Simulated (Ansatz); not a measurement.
# Elastic constants of C: input and output

All numbers below come from Ansatz 0.2.0, DFT PBE, scalar-relativistic, plane waves, PAW.

Launched with:
```bash
ansatz run input.yaml --threads 4 --pin off --max-ram 12288MiB --backend cpu --events-out ev --progress --plain --runs-dir out
```

Input (bare energies are in eV):
```yaml
crystal:
  lattice:
    - [2.4665338276, 0.0, 0.0]
    - [-1.2332669138, 2.136080954, 0.0]
    - [0.0, 0.0, 26.7908382331]
  atoms:
    - { symbol: C, position: [0.6666666667, 0.3333333333, 0.950900818] }
    - { symbol: C, position: [0.6666666667, 0.3333333333, 0.4509014876] }
    - { symbol: C, position: [0.6666666667, 0.3333333333, 0.7805897692] }
    - { symbol: C, position: [0.6666666667, 0.3333333333, 0.2805903053] }
    - { symbol: C, position: [0.0, 0.0, 0.6155088692] }
    - { symbol: C, position: [0.3333333333, 0.6666666667, 0.2805897692] }
    - { symbol: C, position: [0.0, 0.0, 0.1155088692] }
    - { symbol: C, position: [0.6666666667, 0.3333333333, 0.6155087407] }
    - { symbol: C, position: [0.3333333333, 0.6666666667, 0.7805903053] }
    - { symbol: C, position: [0.3333333333, 0.6666666667, 0.1155087407] }
    - { symbol: C, position: [0.3333333333, 0.6666666667, 0.450900818] }
    - { symbol: C, position: [0.3333333333, 0.6666666667, 0.9509014876] }
basis:
  ecutwfc: 420
kpoints:
  mp_grid: { grid: [18, 18, 2] }
hamiltonian:
  xc: pbe
scf:
  occupations: { method: fermi_dirac, width: 0.15 }
output:
  forces: true
  stress: true
  eigenvalues: true
elastic:
  mode: relaxed_ion
  amplitude: 0.005
  stencil: two_point
```

From the output:
```
--- Elastic constants: 3 strain directions × 2 members + reference (group order 12) ---
  dense FFT box of the reference and of every strained cell: 18×18×180
  strains applied: 11, 33, 23; error gains: componentwise 1.00 (the most a stress slope's error grows in a printed constant), spectral 1.41 (1 for all six strains in a standard setting)
  reference relaxed by the batch: 4 steps; max|allowed force component| 1.83e-4 eV/Å at the deck's positions, 4.32e-5 at the last accepted step, 4.32e-5 by the solve of record
  largest displacement 1.1e-2 Å; the constants are those of the deck's cell at these positions:
  atoms:
    - { symbol: C, position: [0.6666666666666665, 0.3333333333333333, 0.9510945015265506] }
    - { symbol: C, position: [0.6666666666666665, 0.3333333333333333, 0.4510951556339162] }
    - { symbol: C, position: [0.6666666666666665, 0.3333333333333333, 0.7801977921888374] }
    - { symbol: C, position: [0.6666666666666665, 0.3333333333333333, 0.2801985399394523] }
    - { symbol: C, position: [-2.6602909289722395e-32, -7.25702651912414e-32, 0.6157069489927026] }
    - { symbol: C, position: [0.3333333333333333, 0.6666666666666666, 0.28019779218883745] }
    - { symbol: C, position: [3.953303738573922e-32, 6.303314585633501e-32, 0.1157069489927027] }
    - { symbol: C, position: [0.6666666666666665, 0.3333333333333333, 0.6157070517185407] }
    - { symbol: C, position: [0.3333333333333333, 0.6666666666666666, 0.7801985399394523] }
    - { symbol: C, position: [0.3333333333333333, 0.6666666666666666, 0.1157070517185407] }
    - { symbol: C, position: [0.3333333333333333, 0.6666666666666666, 0.4510945015265506] }
    - { symbol: C, position: [0.3333333333333333, 0.6666666666666666, 0.9510951556339162] }
  C = ∂σ_k/∂η_j (tension-positive GPa; Voigt order 11 22 33 23 13 12):
       786.291    143.558     -0.182      0.000      0.000      0.000
       143.558    786.291     -0.182      0.000      0.000     -0.000
        -0.204     -0.204      1.161      0.000      0.000      0.000
         0.000     -0.000      0.000     -0.020     -0.000     -0.000
         0.000     -0.000     -0.000      0.000     -0.020      0.000
         0.000      0.000      0.000      0.000      0.000    321.367
  reference stress σ⁰ (GPa):     -0.001     -0.001      0.010     -0.000     -0.000     -0.000
  C* (energy form; C + prestress term) asymmetry max|C*_kj − C*_jk| = 1.128e-2 GPa — a small one proves nothing (zero by symmetry where the batch's group is 432, −43m or m−3m); a large one is finite-difference/SCF noise where every solve ...
  moduli (Voigt/Reuss/Hill, GPa): K = 206.68/1.16/103.92   G = 159.64/-0.05/79.79   E = 190.60   ν = 0.194
  mechanically stable: NO (min eigenvalue of sym C = -0.02 GPa)
  the cell is mechanically unstable, and its weakest contacts join parallel layers: if it is meant as a slab among its images, read the layer's verdict in place of the crystal's
  the layer in its plane, per area (N/m: the tensor there times 26.7908 Å, the cell's volume per area; the error gains are the tensor's), 1 along (1.000, 0.000, 0.000), 2 along (-0.000, 1.000, 0.000):
    of the cell's 6 layers together, so a stiff one can hide an unstable one:
    C11 = 2106.54   C22 = 2106.54   C12 = 384.60   C66 = 860.97   C16 = 0.00   C26 = -0.00
  moduli of the layer (Voigt/Reuss/Hill, N/m): K = 1245.57/1245.57/1245.57   G = 860.97/860.97/860.97   E = 2036.32   ν = 0.183
  mechanically stable in its plane: yes (min eigenvalue of those constants = 860.97 N/m; a buckling out of the plane is not judged)
  the stresses are not corrected for the forces that the relaxations left standing (`elastic.f_tol`)
  strain η (Voigt 11):  stress-route row diagonal C_11 = 786.29 GPa, energy-path curvature d²(F+E_count+ΔE)/dδ²/Ω₀ = 786.26 GPa
         δ    σ_11 (GPa) F (eV) n_scf n_hpsi n_pw
    -5.000e-3      -3.9871       -3011.3222596      10  125635   2784   relax 3 steps, max|allowed force component| 4.61e-5 eV/Å
     5.000e-3       3.8759       -3011.3224466      10  125002   2816   relax 3 steps, max|allowed force component| 1.77e-5 eV/Å
  strain η (Voigt 33):  stress-route row diagonal C_33 = 1.16 GPa, energy-path curvature d²(F+E_count+ΔE)/dδ²/Ω₀ = 1.19 GPa
         δ    σ_33 (GPa) F (eV) n_scf n_hpsi n_pw
    -5.000e-3       0.0045       -3011.3309727      10   51214   2784   relax 1 steps, max|allowed force component| 4.54e-5 eV/Å
     5.000e-3       0.0161       -3011.3309037      10   50866   2824   relax 2 steps, max|allowed force component| 1.79e-5 eV/Å
  strain η (Voigt 23):  stress-route row diagonal C_44 = -0.02 GPa, energy-path curvature d²(F+E_count+ΔE)/dδ²/Ω₀ = 0.03 GPa
         δ    σ_23 (GPa) F (eV) n_scf n_hpsi n_pw
    -5.000e-3       0.0001       -3011.3309938      10  125517   2808   relax 2 steps, max|allowed force component| 4.26e-5 eV/Å
     5.000e-3      -0.0001       -3011.3309938      10  125367   2808   relax 2 steps, max|allowed force component| 4.26e-5 eV/Å
```

Time: 5.5 min on 4 threads of Intel(R) Xeon(R) Platinum 8259CL CPU @ 2.50GHz (Skylake/Cascade Lake), on a shared host, peak memory 1.3 GiB.

Without a gap, frequencies and elastic constants depend on the k mesh and the smearing, soft modes and shear constants most. The crystal is built of layers and no dispersion correction was added, so the binding between them is poorly described, and with it their spacing and whatever depends on it.

As the tensor has a negative eigenvalue, the Reuss and Hill moduli of a polycrystal, and E and ν formed from them, have no physical meaning here.

The least eigenvalue is 0.0 GPa; in a metal on this mesh the verdict on stability isn't firm within about 20 GPa or a tenth of the bulk modulus.

The bands only touch here, so at this level the crystal is a zero-gap semiconductor or semimetal, not an ordinary metal.